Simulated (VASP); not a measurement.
A run of VASP 6.6.1 is set up as follows.

File run.py:

```python
from ase.calculators.vasp import Vasp
from ase.dft.bandgap import bandgap
from ase.io import read

atoms = read('BP.cif')
calc = Vasp(
    directory='calc',
    xc='lda',
    pp='LDA',
    setups='recommended',
    prec='Accurate',
    encut=520,
    ediff=1e-06,
    ismear=0,
    sigma=0.02,
    lreal=False,
    lasph=True,
    nelm=100,
    algo='Fast',
    isif=2,
    lwave=False,
    lcharg=True,
    lelf=True,
    lvhar=True,
    kpts=[10, 10, 10],
    gamma=True,
)
atoms.calc = calc

print('energy (eV):', atoms.get_potential_energy())
print('free energy (eV):', atoms.get_potential_energy(force_consistent=True))
print('forces (eV/A):')
print(atoms.get_forces())
print('stress (eV/A^3, Voigt):', atoms.get_stress())
print('Fermi level (eV):', calc.get_fermi_level())
gap, top, bottom = bandgap(calc)
print('band gap (eV):', gap, 'from (spin, k, band)', top, 'to', bottom)
```

Contents of BP.cif:

```cif
data_BP
_cell_length_a 3.20885057
_cell_length_b 3.20885057
_cell_length_c 3.20885057
_cell_angle_alpha 60.00000000
_cell_angle_beta 60.00000000
_cell_angle_gamma 60.00000000
_space_group_name_H-M_alt 'P1'
_space_group_name_Hall 'P 1'
_space_group_IT_number 1
loop_
_space_group_symop_operation_xyz
'x,y,z'
loop_
_atom_site_label
_atom_site_type_symbol
_atom_site_symmetry_multiplicity
_atom_site_Wyckoff_symbol
_atom_site_fract_x
_atom_site_fract_y
_atom_site_fract_z
_atom_site_occupancy
P1 P 1 a 0.7500000000 0.7500000000 0.7500000000 1
B1 B 1 a 0.0000000000 0.0000000000 0.0000000000 1
```

Potentials or basis: VASP PAW LDA potentials, release 64 (P, B).

Run with:

```sh
$ python run.py
```

Task: Predict the band gap on the k mesh.

Result: 1.19 eV, indirect (least direct gap 3.38 eV).

Task: What does it give for the pressure?

Result: -5.3 GPa.

A k mesh can miss the band edges. Expect the measured gap to be larger: semilocal functionals such as LDA lack the derivative discontinuity.
